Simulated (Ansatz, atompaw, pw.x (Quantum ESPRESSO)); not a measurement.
## Pb (sc): variants of one PAW (atompaw) potential in the solid

- Element: lead (Pb)
- Generator: atompaw 4.2.0.5
- Type: PAW
- Functional: PBE
- Relativity: scalar-relativistic
- Frozen core: [Kr] 4d10 4f14
- Valence charge: 22
- Reference configuration: 5s2 5p6 5d10 6s2 6p2
- Partial waves: 5s (bound): rc 1.60 bohr; 6s (bound): rc 1.25 bohr; 5p (bound): rc 1.45 bohr; 6p (bound): rc 1.65 bohr; 5d (bound): rc 2.40 bohr; 5d channel at -1.1 Ry: rc 2.40 bohr
- Local potential: troulliermartins scheme with l = 3 at 0 Ry, radius 2.15 bohr
- Core correction: smooth core density matched at 2.15 bohr
- Augmentation charge: gaussian compensation charge, radius 2.25 bohr; PAW radius 2.40 bohr; waves and projectors: modrrkj vanderbiltortho

Crystal test: sc Pb in pw.x 7.5, no spin, 10³ k-points, Fermi–Dirac smearing 0.01 Ry, cutoffs set for each file from its atomic test. The reference is all-electron LAPW (Ansatz 0.2.0) with the same functional, mesh and smearing; V0 and B0 come from Birch–Murnaghan fits to the pressures at five volumes. Errors are pseudo minus all-electron; Δ is the rms difference of the E(V) curves that follow from these fits, minima aligned, over ±6 % about the mean V0. Mesh and smearing are coarse, so the numbers serve the comparison and aren't converged zero-temperature values; the lattice is a test structure that the element need not adopt.

All-electron: a0 = 3.254 Å (V0 = 34.44 Å³/atom), B0 = 34.9 GPa.

2 further variants are left out: they gave no file fit for a test, a broken result, the same result as the base, or pressures whose basis-set error rivals the error shown.

| change | cutoffs (Ry) | pw.x | a0 (Å) | a0 error (%) | B0 error (%) | Δ (meV/atom) | mean pressure error (GPa) |
| --- | --- | --- | --- | --- | --- | --- | --- |
| base | 110/900 | converged | 3.242 | -0.36 | +1.9 | 2.9 | -0.39 |
| all radii scaled by about 1.12 (s 1.78, p 1.62, d 2.68 bohr); local potential troulliermartins scheme with l = 3 at 0 Ry, radius 2.40 bohr; augmentation gaussian compensation charge, radius 2.52 bohr; PAW radius 2.68 bohr; waves and projectors: modrrkj vanderbiltortho; core correction smooth core density matched at 2.40 bohr | 85/850 | converged | 3.237 | -0.51 | +3.8 | 4.1 | -0.54 |
| wave 5p (bound): rc 1.45 bohr becomes 5p (bound): rc 2.22 bohr | 70/700 | converged | 3.233 | -0.64 | +3.3 | 5.1 | -0.66 |

Problem. Give the row for: augmentation gaussian compensation charge, radius 2.12 bohr; PAW radius 2.40 bohr; waves and projectors: modrrkj vanderbiltortho.

Solution. pw.x: converged; mean pressure error (GPa): -0.14; a0 (Å): 3.249; a0 error (%): -0.14; B0 error (%): +0.5; Δ (meV/atom): 1.1.
